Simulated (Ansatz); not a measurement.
## Reading a calculation: NaF

**The experiment.** The Crystallography Open Database holds a measured cell of cubic NaF (space group Fm-3m) at 341.25 K (1961, doi:10.1107/S0365110X61002357): a = 4.640 Å, 12.49 Å³/atom.

Method: PBE, scalar-relativistic; no spin polarisation; PAW, 420 eV, Γ-centred 12×12×12 mesh, 0.05 eV Gaussian smearing; code Ansatz. The datasets are Ansatz's generated set soft_2.

The chain of runs began from a measured cell (COD), expanded in volume.

The relaxed structure (symmetry read at 0.01 Å). Symmetry: Fm-3m, No. 225, cubic system. The conventional cell has a = 4.701 Å, b = 4.701 Å, c = 4.701 Å, α = 90.00°, β = 90.00°, γ = 90.00°. Na (site symmetry m-3m) has 6 F at 2.35 Å as nearest neighbours. Around F (site symmetry m-3m) lie 6 Na at 2.35 Å. (Shells end 15 % past the nearest neighbour.)

Should it be a metal or an insulator?

Formal charges Na⁺, F⁻ balance and leave closed shells on every ion, so a band insulator is expected, and the gap is 6.09 eV.

What kind of gap is it?

It is direct, 6.09 eV. Within 0.6 eV of the edges the projected states are 100 % F 2p at the top of the valence band and 96 % Na 3s at the bottom of the conduction band. The lowest excitation takes an electron from F back to Na, as in ionic insulators.

What fixes the bond lengths?

Shannon's ionic radii give a check on the bond lengths: Na⁺ with 6 neighbours 1.02 Å + F⁻ 1.33 Å = 2.35 Å against a computed mean of 2.35 Å. Sums and bonds agree within 3 %, so ion sizes set the bond lengths.

How ionic is it?

Bader charges against formal ones: Na +0.88 (+1), F −0.88 (−1). The cations give up 88 % of the formal charge; Bader charges stay under formal ones because the anions' density reaches into the cations' basins, though a share this high marks a strongly ionic bond.

How stiff is it, in energy terms?

B0·V0 = 45.0 GPa × 12.99 Å³ = 3.65 eV/atom sets the scale: near the minimum ΔE ≈ ½ B0 V0 x², with x = V/V0 − 1, and a pressure of 0.5 GPa squeezes the volume by about 1 %. At the ends of the curve: x = −4.0 % predicts 2.9 meV/atom and the run gives 3.1; x = +4.0 % predicts 2.9 meV/atom and the run gives 2.7. The lopsidedness is anharmonic: atoms resist being pushed together more than being pulled apart.

All results together:

```
Volume                                                : 12.99 Å³/atom
Band gap                                              : 6.09 eV
Smallest direct gap                                   : 6.09 eV
Bader charges                                         : Na 0.88; F -0.88 e
Formation energy from the elements (0 K, uncorrected) : -2.71 eV/atom
Bulk modulus (Birch–Murnaghan)                        : 45 GPa
Pressure derivative B0′                               : 4.2
```

**Comparison.** The computed cell (4.701 Å, 12.99 Å³/atom) differs from the database's by +4.0 % in volume, about +1.3 % in length. PBE usually overestimates volumes by a few per cent. The static lattice also lacks zero-point motion and thermal expansion, roughly 2.4 to 6.0 % in volume at 341.25 K by Grüneisen's rule, γ·3k_BT/(B0·V0) with γ of 1 to 2.5, so its own overestimate is larger than the figure.

Kohn–Sham gaps of semilocal functionals lie under measured ones, often by a third or more.
